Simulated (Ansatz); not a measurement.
# ZrH in Ansatz: the effect of Hubbard term

Crystal: ZrH.

```
Zr H
1.0
    -1.64391    1.64391    2.50440
     1.64391   -1.64391    2.50440
     1.64391    1.64391   -2.50440
Zr H
1 1
Direct
  0.00000 0.00000 0.00000
  0.75000 0.25000 0.50000
```

The cell comes from a database or a generator and needn't be the stable form of this composition.

Alike in all runs:

- Program: Ansatz 0.2.0
- Task: band structure
- Functional: LDA
- Potentials or basis: Ansatz PAW
- Cutoff: 420 eV (not typed: the program's choice for these potentials)
- k mesh: 11 × 11 × 11
- Occupations: fermi-dirac, width 0.05 eV
- Spin: no spin polarisation
- Path: [["G", "X", "Y", "S", "G", "Z", "S1", "N", "P", "Y1", "Z"], ["X", "P"]]
- Points for each segment of the path: 14
- Hubbard projectors: ortho-atomic (the default)
- Double counting: fll (the default)

**Question.** One run gave: pressure -4.9 GPa. Which Hubbard term did it use?
A. Zr d U = 6 eV
B. Zr d U = 8 eV
C. none
D. Zr d U = 4 eV
E. Zr d U = 2 eV

**Answer.** E.

| Hubbard term | pressure (GPa) |
| --- | --- |
| none | -6.6 |
| Zr d U = 1 eV | -5.8 |
| Zr d U = 2 eV | -4.9 |
| Zr d U = 3 eV | -4.0 |
| Zr d U = 4 eV | -3.1 |
| Zr d U = 5 eV | -2.0 |
| Zr d U = 6 eV | -0.6 |
| Zr d U = 8 eV | 5.4 |

Caveats: the PAW data sets come from PBE, with cores solved anew for the run's functional, which leaves a small shift of forces and pressure; U without spin polarisation on a metal has little footing (some runs); the U is typed as a test and isn't derived for this compound (some runs).
